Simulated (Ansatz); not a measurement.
# Mg7I16: the cost of one run

Method: DFT PBE+D3(BJ), scalar-relativistic, plane waves, PAW, in Ansatz 0.2.0.

2 further runs of the same task are left out: 1 that didn't finish, 1 set aside as unsound or not needed.

## (1) The system as given

Symmetry: C2/m, No. 12, monoclinic system. Conventional cell: a = 13.668 Å, b = 16.497 Å, c = 9.886 Å, α = 90.00°, β = 133.73°, γ = 90.00°. Mg (site symmetry 1) has 6 I at 2.91 Å as nearest neighbours. Mg (site symmetry 2) has 6 I at 2.91 Å as nearest neighbours. Mg (site symmetry 2/m) is surrounded by 6 I at 2.91 Å. Around I (site symmetry 1) lie 3 Mg at 2.91 Å. I (site symmetry 1) has 2 Mg at 2.91 Å as nearest neighbours. I (site symmetry m) has 2 Mg at 2.91 Å as nearest neighbours. I (site symmetry m) has 3 Mg at 2.91 Å as nearest neighbours.

As a file:

```cif
data_structure
_symmetry_space_group_name_H-M 'P 1'
_symmetry_Int_Tables_number 1
_cell_length_a 9.8859
_cell_length_b 9.8859
_cell_length_c 10.7117
_cell_angle_alpha 116.171
_cell_angle_beta 116.171
_cell_angle_gamma 92.533
_cell_volume 805.33
loop_
_atom_site_label
_atom_site_type_symbol
_atom_site_fract_x
_atom_site_fract_y
_atom_site_fract_z
_atom_site_occupancy
Mg1 Mg 0.25000 0.25000 0.50000 1
Mg2 Mg 0.75000 0.75000 0.50000 1
Mg3 Mg 0.37500 0.87500 0.25000 1
Mg4 Mg 0.50000 0.50000 0.00000 1
Mg5 Mg 0.00000 0.00000 0.00000 1
Mg6 Mg 0.12500 0.62500 0.75000 1
Mg7 Mg 0.87500 0.37500 0.25000 1
I1 I 0.91899 0.08565 0.25000 1
I2 I 0.54399 0.21065 0.00000 1
I3 I 0.04399 0.71065 0.00000 1
I4 I 0.66899 0.83565 0.75000 1
I5 I 0.79399 0.46065 0.50000 1
I6 I 0.29399 0.96065 0.50000 1
I7 I 0.41899 0.58565 0.25000 1
I8 I 0.16899 0.33565 0.75000 1
I9 I 0.70601 0.03935 0.50000 1
I10 I 0.33101 0.16435 0.25000 1
I11 I 0.83101 0.66435 0.25000 1
I12 I 0.45601 0.78935 0.00000 1
I13 I 0.58101 0.41435 0.75000 1
I14 I 0.08101 0.91435 0.75000 1
I15 I 0.20601 0.53935 0.50000 1
I16 I 0.95601 0.28935 0.00000 1
```

It is built from the cell relaxed beforehand with the same method (33.56 Å³/atom).

## (2) Setting up the jump

The supercell lacks one Mg atom, at fractional position (0.625, 0.125, 0.750), and holds 23 atoms. Atom 3 (Mg), 4.12 Å away, is to jump into the empty site. The cell is fixed.

## (3) Relaxing around the vacancy

Input file input.yaml:

```yaml
crystal:
  lattice:
    - [0.0, 7.1432444434, 6.8341755616]
    - [0.0, -7.1432444434, 6.8341755616]
    - [8.2483082046, 0.0, -6.8341755616]
  atoms:
    - { symbol: Mg, position: [0.25, 0.25, 0.5] }
    - { symbol: Mg, position: [0.75, 0.75, 0.5] }
    - { symbol: Mg, position: [0.375, 0.875, 0.25] }
    - { symbol: Mg, position: [0.5, 0.5, 0.0] }
    - { symbol: Mg, position: [0.0, 0.0, 0.0] }
    - { symbol: Mg, position: [0.125, 0.625, 0.75] }
    - { symbol: Mg, position: [0.875, 0.375, 0.25] }
    - { symbol: I, position: [0.9189878779, 0.0856545446, 0.25] }
    - { symbol: I, position: [0.5439878779, 0.2106545446, 0.0] }
    - { symbol: I, position: [0.0439878779, 0.7106545446, 0.0] }
    - { symbol: I, position: [0.6689878779, 0.8356545446, 0.75] }
    - { symbol: I, position: [0.7939878779, 0.4606545446, 0.5] }
    - { symbol: I, position: [0.2939878779, 0.9606545446, 0.5] }
    - { symbol: I, position: [0.4189878779, 0.5856545446, 0.25] }
    - { symbol: I, position: [0.1689878779, 0.3356545446, 0.75] }
    - { symbol: I, position: [0.7060121221, 0.0393454554, 0.5] }
    - { symbol: I, position: [0.3310121221, 0.1643454554, 0.25] }
    - { symbol: I, position: [0.8310121221, 0.6643454554, 0.25] }
    - { symbol: I, position: [0.4560121221, 0.7893454554, 0.0] }
    - { symbol: I, position: [0.5810121221, 0.4143454554, 0.75] }
    - { symbol: I, position: [0.0810121221, 0.9143454554, 0.75] }
    - { symbol: I, position: [0.2060121221, 0.5393454554, 0.5] }
    - { symbol: I, position: [0.9560121221, 0.2893454554, 0.0] }
basis:
  ecutwfc: 420
kpoints:
  mp_grid: { grid: [2, 2, 2] }
hamiltonian:
  xc: pbe
  dispersion: d3bj
scf:
  occupations: { method: gaussian, width: 0.05 }
output:
  forces: true
  stress: true
  eigenvalues: true
  write_density: true
  write_potential: true
  elf: true
  volumetric_format: npy
relax:
  adjacent_minimum: "off"
  f_tol: 0.02
  max_steps: 50
```

The run is started by

```
$ ansatz run input.yaml --threads 4 --pin off --max-ram 9216MiB --backend cpu --events-out ev --progress --plain --runs-dir out
```

Q: Estimate wall time and peak memory on 4 threads of Arm Neoverse V1, shared host.

About 1.7 min, with a peak of 3.3 GiB.
